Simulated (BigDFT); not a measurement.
This BigDFT 1.9.6 run on CsI needs a look.

input.yaml

```yaml
dft:
  hgrids: 0.51
  rmult: [10.0, 8.0]
  ixc: LDA
  gnrm_cv: 3.e-05
  ncong: 2
  idsx: 6
  nspin: 2
  mpol: 2
  itermax: 50
  nrepmax: 2
kpt:
  method: mpgrid
  ngkpt: [5, 5, 5]
ig_occupation:
  Atom 1: {5d: {up: 0.0, down: 0.0}, 5p: {up: 3.0, down: 3.0}, 5s: {up: 1.0, down: 1.0}, 6p: {up: 0.0, down: 0.0}, 6s: {up: 0.5, down: 0.5}}
  Atom 2: {5p: {up: 2.5, down: 2.5}, 5s: {up: 1.0, down: 1.0}}
```

File posinp.ascii:

```
# CsI
4.5667000000 0.0 4.5667000000
0.0 0.0 4.5667000000
#keyword: angstroem, periodic
   0.0000000000    0.0000000000    0.0000000000 Cs 0
   2.2833500000    2.2833500000    2.2833500000 I 0
```

Potentials or basis: GTH-PBE (Cs q9, I q7).

Run with:

```bash
$ OMP_NUM_THREADS=1 bigdft  # reads input.yaml, posinp.ascii, psppar.Cs, psppar.I
```

Output:

```text
Version Number                        : 1.9.5-dirty
[... echo of the input with its defaults ...]
  #--------------------------------------------------------------------------------------- |
  #------------------------------------------------ Input Atomic System (file: posinp.ascii)
 Atomic System Properties:
   Number of atomic types              :  2
   Number of atoms                     :  2
   Types of atoms                      :  [ Cs, I ]
   Boundary Conditions                 : Periodic #Code: P
   Box Sizes (AU)                      :  [  8.62981E+00,  8.62981E+00,  8.62981E+00 ]
   Number of Symmetries                :  48
   Space group                         : P m -3 m
  #-------------------------------------------------- Geometry optimization Input Parameters
 Geometry Optimization Parameters:
   Maximum steps                       :  1
   Algorithm                           : none
[... 240 lines left out ...]
       -  { #--------------------------------------------------------------------- iter: 13
 Total electronic charge:  15.999999996789,
 Energies: {Ekin:  8.56801957751E+00, Epot: -1.30362897252E+01, Enl: -4.41222725062E-01,
              EH:  3.77980618050E+00,  EXC: -5.32145192920E+00, EvXC: -6.94986878467E+00},
 iter:  13, EKS: -3.14511388156850131E+01, gnrm:  6.62E-04, D: -3.93E-07,
[... 28 lines left out ...]
              EH:  3.77983974892E+00,  EXC: -5.32145568057E+00, EvXC: -6.94987372101E+00},
 iter:  18, EKS: -3.14511412201705198E+01, gnrm:  4.67E-04, D: -4.56E-07,
 SDalpha:  4.445E-01, Orthogonalization Method:  0}
       -  { #--------------------------------------------------------------------- iter: 19
 Total electronic charge:  15.999999996789,
 Energies: {Ekin:  8.56806731498E+00, Epot: -1.30362884113E+01, Enl: -4.41249726732E-01,
              EH:  3.77983216881E+00,  EXC: -5.32145533398E+00, EvXC: -6.94987327889E+00},
 iter:  19, EKS: -3.14511416648120417E+01, gnrm:  4.46E-04, D: -4.45E-07,
 SDalpha:  4.667E-01, Orthogonalization Method:  0}
       -  { #--------------------------------------------------------------------- iter: 20
 Total electronic charge:  15.999999996790,
 Energies: {Ekin:  8.56804438667E+00, Epot: -1.30362327310E+01, Enl: -4.41267878733E-01,
              EH:  3.77984763113E+00,  EXC: -5.32145672623E+00, EvXC: -6.94987510202E+00},
 iter:  20, EKS: -3.14511420962257091E+01, gnrm:  4.85E-04, D: -4.31E-07,
 SDalpha:  4.900E-01, Orthogonalization Method:  0}
```

Question: Diagnose the run.

Answer: The calculation hadn't finished when its time ran out. The input holds a flaw that was put in on purpose: total moment differs from the sum of the atoms' start moments (dft.mpol = 2).
